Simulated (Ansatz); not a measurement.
Write the native input for Ansatz 0.2.0 that does the following.

```
Task                : single point
Functional          : PBE
Potentials or basis : Ansatz PAW
Cutoff              : 420 eV (not typed: the program's choice for these potentials)
k mesh              : 11 × 11 × 11
Occupations         : gaussian, width 0.03 eV
Spin                : collinear spin, ferromagnetic start
Starting moments    : [2.0, 0.0] μB
```

CoO:

```xyz
2
Lattice="0.0000 2.1315 2.1315 2.1315 0.0000 2.1315 2.1315 2.1315 0.0000" Properties=species:S:1:pos:R:3 pbc="T T T"
Co    0.0000    0.0000    0.0000
O     2.1315    2.1315    2.1315
```

The input as run:

input.yaml

```yaml
crystal:
  lattice:
    - [0.0, 2.1315, 2.1315]
    - [2.1315, 0.0, 2.1315]
    - [2.1315, 2.1315, 0.0]
  atoms:
    - { symbol: Co, position: [0.0, 0.0, 0.0], spin: 2.0 }
    - { symbol: O, position: [0.5, 0.5, 0.5] }
hamiltonian:
  xc: pbe
  pseudopotentials: { kind: paw }
magnetization:
  spin_polarized: true
kpoints:
  mp_grid: { grid: [11, 11, 11] }
scf:
  occupations: { method: gaussian, width: 0.03 }
output:
  forces: true
  stress: true
  eigenvalues: true
```

Potentials or basis: Ansatz PAW.

Launch:

```sh
$ ansatz run input.yaml --threads 2 --pin off --max-ram 5632MiB --backend cpu --events-out ev --progress --plain --runs-dir out
```

Results of the run:

| Property | Result |
| --- | --- |
| Pressure | -1.6 GPa |
| Band gap on the k mesh | none (metal or under the smearing width) |
| Net moment | 2.98 μB per cell |
| Absolute moment | 3.00 μB per cell |
| Site moments | Co +2.53; O +0.34 μB |

Caveat: the pressure holds a Pulay correction of +0.7 GPa for the finite cutoff; a cell with one magnetic atom can't hold antiferromagnetic order, which such compounds often take; semilocal functionals often make such compounds metallic where correlation or magnetic order opens a gap, which also shifts bond lengths.

It took 3.1 s on 2 threads of Arm Neoverse V1, on a shared host, peak memory 0.3 GiB.
